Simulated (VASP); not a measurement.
W:

```
W
1.0
     3.07823    0.00000    0.00000
    -1.53911    2.66582    0.00000
     0.00000    0.00000    8.46201
W
4
Direct
  0.00000 0.00000 0.00000
  0.00000 0.00000 0.50000
  0.33333 0.66667 0.00500
  0.66667 0.33333 0.50500
```

The cell was built by a generator and needn't be a form met in nature.

```yaml
Program: VASP 6.6.1
Task: relaxation of cell and atoms
Functional: PBE
Potentials_or_basis: VASP PAW PBE potentials, release 64 (W_sv)
Cutoff: 600 eV
k_mesh: 6 × 6 × 2
Occupations: gaussian, width 0.1 eV
Spin: no spin polarisation
```

At the start: pressure 340.0 GPa; volume 17.36 Å³/atom.

**Question.** Where does the relaxation end?

**Answer.** Over 19 steps the energy falls by 14843.5 meV/atom and the volume is 20.51 Å³/atom (+18.2 %); space group P6_3/mmc (No. 194, to 0.05 Å).

The path:
```tsv
step	energy change (eV)	largest force (eV/Å)	pressure (GPa)	volume (Å³)
1	0.0000	0.8521	339.99	69.44
2	624.1668	0.0351	-184.63	910.14
3	-51.9628	0.4835	-1.88	124.60
4	-51.9886	0.4743	-3.18	125.86
5	-52.0000	0.4636	-4.67	127.40
6	17.7586	0.0491	-55.31	432.62
7	-51.9939	0.4498	-5.87	128.74
8	-53.6858	0.1083	-8.32	114.74
9	-57.0130	0.1202	-8.26	94.72
10	-32.8906	0.2166	256.60	53.80
11	-57.5751	0.0639	-6.76	91.58
12	-58.5065	0.0073	26.23	72.81
13	-58.9891	0.0153	2.21	82.73
14	-59.1015	0.0001	15.64	76.12
15	-59.2235	0.0072	8.42	79.12
16	-57.8678	0.0188	-0.45	82.34
17	-59.3408	0.0038	4.79	79.94
18	-59.3090	0.0056	-5.76	85.13
19	-59.3739	0.0046	0.05	82.05
```

Final structure:
```xyz
4
Lattice="4.3311 0.0000 0.0000 -2.1656 3.7508 0.0000 0.0000 0.0000 5.0507" Properties=species:S:1:pos:R:3 pbc="T T T"
W     0.0000    0.0000    0.0103
W     0.0000    0.0000    2.5357
W     0.0000    2.5006    0.0149
W     2.1656    1.2503    2.5403
```

Caveat: the k mesh is coarse (spacing up to 0.39 Å⁻¹), so the values aren't converged; the volume moved by over 15 % at a fixed basis, so the end points are rough.
